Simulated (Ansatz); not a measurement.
Crystal: CuO (Tenorite).

```
CELL_PARAMETERS angstrom
2.34185 -1.71130 0.00000
2.34185 1.71130 0.00000
-0.85003 0.00000 5.05787
ATOMIC_POSITIONS crystal
Cu 0.50000 0.00000 0.50000
Cu 0.00000 0.50000 0.00000
O 0.41840 0.58160 0.75000
O 0.58160 0.41840 0.25000
```

| Property | Result |
| --- | --- |
| Program | Ansatz 0.2.0 |
| Task | relaxation of cell and atoms |
| Functional | LDA |
| Potentials or basis | Ansatz PAW |
| Cutoff | 420 eV (not typed: the program's choice for these potentials) |
| k mesh | 10 × 10 × 5 |
| Occupations | fermi-dirac, width 0.05 eV |
| Spin | no spin polarisation |

At the start: volume 10.13 Å³/atom.

Q: How do energy, volume and symmetry change on relaxing?

A: It ends after 20 steps and the volume is 10.27 Å³/atom (+1.3 %); space group P4_2/mmc (No. 131, to 0.05 Å).

Step by step:
```
step  energy change (eV)  largest force (eV/Å)  volume (Å³)
   1              0.0000                0.4730        40.54
   2             -0.0646                0.3613        39.78
   3             -0.1221                0.0535        39.04
   4             -0.1381                0.0373        39.55
   5             -0.1482                0.0543        40.73
   6             -0.1540                0.0002        40.38
   7             -0.1539                0.0005        40.39
   8             -0.1776                0.0015        40.39
   9             -0.1897                0.0056        40.72
  10             -0.1903                0.0002        40.92
  11             -0.1906                0.0002        40.88
  12             -0.2002                0.0014        40.88
  13             -0.2027                0.0014        41.01
  14             -0.2027                0.0010        41.04
  15             -0.2050                0.0006        41.04
  16             -0.2054                0.0004        41.06
  17             -0.2054                0.0001        41.06
  18             -0.2056                0.0000        41.06
  19             -0.2056                0.0005        41.06
  20             -0.2058                0.0006        41.06
```

Final structure:
```yaml
crystal:
  lattice:
    - [2.01659, -2.01324, 0.15699]
    - [2.01659, 2.01324, 0.15699]
    - [-0.39291, 0.00000, 5.02654]
  atoms:
    - { symbol: Cu, position: [0.50000, 0.00000, 0.50000] }
    - { symbol: Cu, position: [0.00000, 0.50000, 0.00000] }
    - { symbol: O, position: [0.49994, 0.50006, 0.75000] }
    - { symbol: O, position: [0.50006, 0.49994, 0.25000] }
```

Caveat: the plane-wave basis is chosen anew once the cell has moved, so the energies of steps on either side of that aren't comparable; the pressure holds a Pulay correction of +0.9 GPa for the finite cutoff; the run has no spin polarisation, though such a crystal can be magnetic; the PAW data sets come from PBE, with cores solved anew for the run's functional, which leaves a small shift of forces and pressure.
